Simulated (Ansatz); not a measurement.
Runs of Ansatz 0.2.0 on Ti. Symmetry: Im-3m, No. 229, cubic system. Conventional cell: a = 3.282 Å, b = 3.282 Å, c = 3.282 Å, α = 90.00°, β = 90.00°, γ = 90.00°. Ti (site symmetry m-3m) has 8 Ti at 2.84 Å as nearest neighbours. This isn't the form of Ti at room conditions, which is hcp.

| task | level | potentials or basis | spin | k mesh | cutoff (eV) | smearing | driver | eos | other keys | mesh quality | gap on the mesh (eV) | pressure (GPa) |
| --- | --- | --- | --- | --- | --- | --- | --- | --- | --- | --- | --- | --- |
| single point | HSE03 | SPMS NC | off | 7 × 7 × 7 | 707 | methfessel-paxton 0.05 eV | chain | - | - | coarse | none | -3.1 |
| single point | HSE03 | SPMS NC | off | 7 × 7 × 7 | 707 | methfessel-paxton 0.05 eV | - | - | - | coarse | none | -3.1 |
| single point | RPBE | SPMS NC | off | 11 × 11 × 11 | 450 | fermi-dirac 0.1 eV | chain | - | basis.ecutwfc = 450 eV | not flagged | none | (a) |
| density of states | r2SCAN+D4 | as the typed override names | non-collinear, program default start, SOC | 8 × 8 × 8 | 500 | cold 0.1 eV | chain | - | hamiltonian.pseudopotentials = kind paw_fr; … | not flagged | none | -4.0 |

Alike in all rows: cell as given.

**Question.** Estimate the missing entries.

**Answer.** (a) -4.6.

Caveats: some runs use coarse meshes; the potentials were made for another functional, which shifts forces and pressure (some runs); the thresholds are loose for stress (some runs); the pressure holds a Pulay correction of +38.8 GPa for the finite cutoff (some runs); the cutoff lies under the one recommended for these potentials (some runs); pairwise dispersion overbinds metals, which lowers pressure and volume (some runs).

A gap of «none» marks a metal or a gap under the smearing width.
